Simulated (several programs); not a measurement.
# Many methods on one cell: HfS₂ (P-3m1)

Measured values to be reproduced:
- band gap: 1.96 eV (fundamental indirect gap, first of three quoted experimental values; “Stress-Tuned Optical Transitions in Layered 1T-MX2 (M=Hf, Zr, Sn; X=S, Se) Crystals”; Literature value, temperature not stated; other quoted experiments give 1.80 and 1.87 eV.; 2022; pmc:9565717)
- volume: 22.29 Å³ an atom (from the lattice constants; a, quoted experimental value; “Stress-Tuned Optical Transitions in Layered 1T-MX2 (M=Hf, Zr, Sn; X=S, Se) Crystals”; Literature value; measurement temperature not stated.; 2022; pmc:9565717)

HfS₂ (P-3m1) from a database structure, relaxed with r2SCAN+rVV10 in Ansatz, was computed with several methods. It is trigonal, P-3m1 (No. 164); conventional cell a = 3.630 Å, c = 5.879 Å, 22.36 Å³ an atom. Around Hf lie 6 S at 2.54 Å; around S lie 3 Hf at 2.54 Å. Calculated for a static, non-magnetic cell.

```
Hf S
1.0
     3.63025    0.00000    0.00000
    -1.81512    3.14388    0.00000
     0.00000    0.00000    5.87871
Hf S
1 2
Direct
  0.00000 0.00000 0.00000
  0.66667 0.33333 0.75538
  0.33333 0.66667 0.24462
```

Gaps and times are for a single point on this cell; volume and bulk modulus come from each method's own relaxation or energy curve at fixed shape, which is too stiff where a cell has free coordinates or axes. Times are rough, from shared hosts (Arm Neoverse V1; NVIDIA H100 80GB HBM3), and each method has its own mesh and cell size. A double dagger marks a value from a curve with shape and coordinates held. PM7 (MOPAC), GFN1-xTB (tblite), GFN2-xTB (tblite) treat a cluster of cells at its zone centre, which samples few k points: where these miss a band edge, the gap comes out too large for that reason alone. Gaps from k meshes are read at a limited set of points (mesh, symmetry points, PBE's band edges), so each method's own least gap may be somewhat smaller. xTB and the PM methods were fitted mostly to molecules, and can miss a solid's gap by electronvolts. Minimal bases can be far off for gaps. Times of the plane-wave ladder aren't listed, since it ran on unlike processors and cards. Curves at held shape can't give the bulk modulus of a layered or molecular crystal, so none is listed. GLLB-SC's gap includes the derivative discontinuity. G0W0 is at finite bands, cutoff and mesh. d marks a direct gap, i an indirect one (no mark: not told apart), a dash a value that wasn't computed or didn't pass its checks.

```
                               method              kind  gap (eV)  own volume (Å³/atom)  bulk modulus (GPa)  atoms computed  processor time
                           PBE-D3(BJ)         semilocal         –                 21.66                   –               3               –
                         r2SCAN+rVV10         semilocal         –                 22.36                   –               3               –
                               PBE-D4         semilocal         –                 22.13                   –               3               –
 light PBE (260 eV and a coarse mesh)  light plane-wave    1.00 i                22.89‡                   –               3           1.4 s
                    GFN1-xTB (tblite)     tight binding      0.96                22.95‡                   –         cluster           3.6 s
                    GFN2-xTB (tblite)     tight binding      0.66                     –                   –         cluster           5.8 s
                                  PBE         semilocal    1.03 i                     –                   –               3               –
                                  LDA         semilocal    0.87 i                     –                   –               3               –
                       PBE/SZV (CP2K)       small basis    0.73 i                20.42‡                   –               3           7.9 s
                               r2SCAN         semilocal    1.34 i                     –                   –               3               –
                      PBE/DZVP (CP2K)       small basis    1.14 i                22.39‡                   –               3            21 s
                          PM7 (MOPAC)    semi-empirical      5.61                     –                   –         cluster            47 s
                       GLLB-SC (GPAW)   model potential      2.10                     –                   –               3            53 s
               PBE/single zeta (GPAW)       small basis    1.03 i                     –                   –               3            64 s
                              PBE+SOC         semilocal    1.02 i                     –                   –               3               –
 G0W0@HSE06 (220 eV screening cutoff)         many-body      2.32                     –                   –               3               –
G0W0@r2SCAN (220 eV screening cutoff)         many-body      2.15                     –                   –               3               –
   G0W0@PBE (300 eV screening cutoff)         many-body      1.96                     –                   –               3               –
                                HSE06            hybrid    1.85 i                     –                   –               3               –
                                 PBE0            hybrid    2.54 i                     –                   –               3               –
   G0W0@LDA (140 eV screening cutoff)         many-body      1.88                     –                   –               3               –
  G0W0@PBE0 (220 eV screening cutoff)         many-body      2.51                     –                   –               3               –
                              r2SCANh            hybrid    1.90 i                     –                   –               3               –
                              r2SCAN0            hybrid    2.76 i                     –                   –               3               –
                             DDH-PBE0            hybrid    1.72 i                     –                   –               3               –
                            HSE06+SOC            hybrid    1.84 i                     –                   –               3               –
```

Against HSE06 (1.85 eV) and with closed or daggered gaps left aside, the nearest gap at the points sampled is that of HSE06+SOC (-0.01 eV) and the farthest that of PM7 (MOPAC) (+3.76 eV). HSE06 is only a yardstick of convenience, and nearness to it can be luck.

Runs without a result: PM6 (MOPAC) (single point, out of time).

Comparison with experiment:
- Band gap, measured 1.96 eV: light PBE (260 eV and a coarse mesh) -0.96 eV, GFN1-xTB (tblite) -1.00 eV, GFN2-xTB (tblite) -1.30 eV, PBE -0.93 eV, LDA -1.09 eV, PBE/SZV (CP2K) -1.23 eV, r2SCAN -0.62 eV, PBE/DZVP (CP2K) -0.82 eV, PM7 (MOPAC) +3.65 eV, GLLB-SC (GPAW) +0.14 eV, PBE/single zeta (GPAW) -0.93 eV, PBE+SOC -0.94 eV, G0W0@HSE06 (220 eV screening cutoff) +0.36 eV, G0W0@r2SCAN (220 eV screening cutoff) +0.19 eV, G0W0@PBE (300 eV screening cutoff) 0.00 eV, HSE06 -0.11 eV, PBE0 +0.58 eV, G0W0@LDA (140 eV screening cutoff) -0.08 eV, G0W0@PBE0 (220 eV screening cutoff) +0.55 eV, r2SCANh -0.06 eV, r2SCAN0 +0.80 eV, DDH-PBE0 -0.24 eV, HSE06+SOC -0.12 eV.
- Volume, measured 22.29 Å³ an atom: PBE-D3(BJ) -2.8 %, r2SCAN+rVV10 +0.3 %, PBE-D4 -0.7 %.
The calculations are for a static lattice; samples hold vibrations, temperature and, in optical gaps, excitons. A measured value is shown where most reports agree with it, and only for the quantities listed.

Only the rows marked +SOC include spin-orbit coupling.
